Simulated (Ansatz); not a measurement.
Space group F-43m (No. 216). a = 4.876 Å, b = 4.876 Å, c = 4.876 Å, α = 90.00°, β = 90.00°, γ = 90.00°
```json
{"atom": "Be", "site": "4a", "symmetry": "-43m", "x": "0.0000", "y": "0.0000", "z": "0.0000"}
{"atom": "S", "site": "4d", "symmetry": "-43m", "x": "0.2500", "y": "0.2500", "z": "0.7500"}
```

Equation of state of this BeS structure (not necessarily the ground state), with shape and atoms relaxed at each volume where symmetry leaves them free. Level of theory: Ansatz 0.2.0, DFT PBE, scalar-relativistic, plane waves, PAW.

Settings: cutoff 420 eV, Γ-centred mesh 8×8×8 on the computed 2-atom cell, Gaussian smearing of 0.02 eV; no spin polarisation.

| V (Å³/atom) | E − E(largest V) (meV/atom) | P (GPa) | gap on mesh (eV) |
| --- | --- | --- | --- |
| 12.751 | 38.40 | 15.14 | 2.83 |
| 13.186 | 3.77 | 10.50 | 2.92 |
| 13.620 | -19.14 | 6.49 | 3.00 |
| 14.055 | -31.92 | 3.02 | 3.08 |
| 14.490 | -35.93 | 0.02 | 3.14 |
| 14.924 | -32.37 | -2.58 | 3.21 |
| 15.359 | -22.23 | -4.83 | 3.26 |
| 15.939 | 0.00 | -7.38 | 3.33 |

Question: Fit a third-order Birch–Murnaghan equation to E(V).

Answer: V0 = 14.49 Å³/atom, B0 = 93 GPa, B0' = 3.8.